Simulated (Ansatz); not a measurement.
# Si (fcc type): the cost of one run

Computed with Ansatz 0.2.0 (DFT PBE, with the methods named in each step, unless a step's input says otherwise).

This is Si in the fcc structure; at room conditions it is diamond.

1 further run of the same task is left out (it didn't finish).

### Step 1. Starting point

Symmetry: Fm-3m, No. 225, cubic system. The conventional cell has a = 3.875 Å, b = 3.875 Å, c = 3.875 Å, α = 90.00°, β = 90.00°, γ = 90.00°. Si (site symmetry m-3m) is surrounded by 12 Si at 2.74 Å.

Structure file:

```
Si
1.0
     0.00000    1.93742    1.93742
     1.93742    0.00000    1.93742
     1.93742    1.93742    0.00000
Si
1
Direct
  0.00000 0.00000 0.00000
```

Whether this phase is the stable one at these pressures isn't tested.

### Step 2. The reference volume, LAPW

input.yaml

```yaml
crystal:
  lattice:
    - [0.0, 1.9374216767, 1.9374216767]
    - [1.9374216767, 0.0, 1.9374216767]
    - [1.9374216767, 1.9374216767, 0.0]
  atoms:
    - { symbol: Si, position: [0.0, 0.0, 0.0] }
kpoints:
  mp_grid: { grid: [18, 18, 18] }
  band_path:
    path:
      - [0.0, 0.0, 0.0]
      - [0.5, 0.0, 0.5]
      - [0.625, 0.25, 0.625]
      - [0.375, 0.375, 0.75]
      - [0.0, 0.0, 0.0]
      - [0.5, 0.5, 0.5]
      - [0.5, 0.25, 0.75]
      - [0.5, 0.0, 0.5]
    npoints: 14
scf:
  occupations: { method: fermi_dirac, width: 0.05 }
hamiltonian:
  xc: pbe
  pseudopotentials: { kind: all_electron, lapw: { basis_error: 0.001 } }
output:
  forces: true
  stress: true
  eigenvalues: true
  populations: true
  dos: { projected: true, de: 0.2, e_range: [-14, 8] }
```

Command:

```
ansatz run input.yaml --threads 1 --pin off --max-ram 2048MiB --backend cpu --events-out ev --progress --plain --runs-dir out
```

**Question.** How long does this run take on 1 thread of Arm Neoverse V1, shared host, and how much memory does it need?

About 6 s, with a peak of 0.23 GiB.
